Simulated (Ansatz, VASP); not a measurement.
One calculation of NaF, two programs

File INCAR:

```
  ALGO = Normal
  EDIFF = 1E-6
  ENCUT = 520
  GGA = PE
  ISIF = 2
  ISMEAR = -1
  LASPH = True
  LCHARG = False
  LREAL = False
  LWAVE = False
  NBANDS = 14
  NELM = 80
  PREC = Accurate
  SIGMA = 0.03
```

File KPOINTS:

```
k-points
0
Gamma
  11 11 11
```

Contents of POSCAR:

```
NaF
1.0
    0.0000000000      2.3233000000      2.3233000000
    2.3233000000      0.0000000000      2.3233000000
    2.3233000000      2.3233000000      0.0000000000
Na F
1 1
Direct
    0.0000000000      0.0000000000      0.0000000000
    0.5000000000      0.5000000000      0.5000000000
```

Input for Ansatz:

```yaml
crystal:
  lattice:
    - [0.0, 2.3233, 2.3233]
    - [2.3233, 0.0, 2.3233]
    - [2.3233, 2.3233, 0.0]
  atoms:
    - { symbol: Na, position: [0.0, 0.0, 0.0] }
    - { symbol: F, position: [0.5, 0.5, 0.5] }
kpoints:
  mp_grid: { grid: [11, 11, 11] }
  band_path:
    path:
      - [0.0, 0.0, 0.0]
      - [0.5, 0.0, 0.5]
      - [0.625, 0.25, 0.625]
      - [0.375, 0.375, 0.75]
      - [0.0, 0.0, 0.0]
      - [0.5, 0.5, 0.5]
      - [0.5, 0.25, 0.75]
      - [0.5, 0.0, 0.5]
    npoints: 8
scf:
  occupations: { method: fermi_dirac, width: 0.03 }
hamiltonian:
  xc: pbe
  pseudopotentials: { kind: all_electron, lapw: { basis_error: 0.0005 } }
output:
  forces: true
  stress: true
  eigenvalues: true
  fatbands: true
  populations: true
  dos: { projected: true, de: 0.2, e_range: [-14, 8] }
```

Alike in both runs: task single point; functional PBE; k mesh 11 × 11 × 11; occupations fermi-dirac, width 0.03 eV; no spin polarisation.

```csv
,VASP,Ansatz
version,VASP 6.6.1,Ansatz 0.2.0
potentials or method,"VASP PAW PBE potentials, release 64 (Na_pv, F)","all-electron LAPW, scalar-relativistic"
plane-wave cutoff (eV),520,see its input
```

|  | VASP | Ansatz | Ansatz less VASP |
| --- | --- | --- | --- |
| gap on the k mesh at the Fermi level (eV) | 6.26 | 6.27 | +0.011 |
| pressure (GPa) | 1.6 | 1.7 | +0.16 |

Ansatz ran all-electron here, so the differences hold the error of VASP's frozen core and of both bases.

Caveats: an odd mesh through Γ misses points on the zone boundary, where band edges often lie. PBE gaps usually lie below the measured ones, often by a third to a half.
